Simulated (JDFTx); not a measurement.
Input of a JDFTx 1.7.0 (patched build) run:

File GeS.in:

```
lattice \
   19.8062195122     0.0000000000     0.0000000000 \
    0.0000000000     6.8899414504     0.0000000000 \
    0.0000000000     0.0000000000     8.1239326098
coords-type Lattice
ion Ge     0.8779000000     0.7500000000     0.8723000000 1
ion Ge     0.6221000000     0.2500000000     0.3723000000 1
ion Ge     0.3779000000     0.7500000000     0.6277000000 1
ion Ge     0.1221000000     0.2500000000     0.1277000000 1
ion S      0.1505000000     0.7500000000     0.4977000000 1
ion S      0.3495000000     0.2500000000     0.9977000000 1
ion S      0.6505000000     0.7500000000     0.0023000000 1
ion S      0.8495000000     0.2500000000     0.5023000000 1

ion-species pseudo/Ge.upf
ion-species pseudo/S.upf
elec-cutoff 39 312
elec-ex-corr gga-PBEsol
kpoint-folding 3 7 6
elec-smearing Fermi 0.0018374661
elec-n-bands 50
electronic-SCF nIterations 100 energyDiffThreshold 1e-09
electronic-minimize nIterations 30 energyDiffThreshold 1e-7
converge-empty-states yes
forces-output-coords Cartesian

dump-name run.$VAR
dump End Ecomponents EigStats BandEigs Kpoints Forces Stress
```

Potentials or basis: PseudoDojo-SR-PBEsol-0.4.1-standard with smoothed tails.

The run is started by

```sh
$ jdftx -c 1 -i GeS.in -o GeS.out
```

Q: Estimate the Loewdin charges.

A: Ge +0.22; S -0.14 e.

Q: What does it give for the pressure?

A: -0.9 GPa.

Stress tensor (GPa, compression positive):
```
-1.10  0.00  0.00
 0.00 -0.73  0.00
 0.00  0.00 -0.92
```
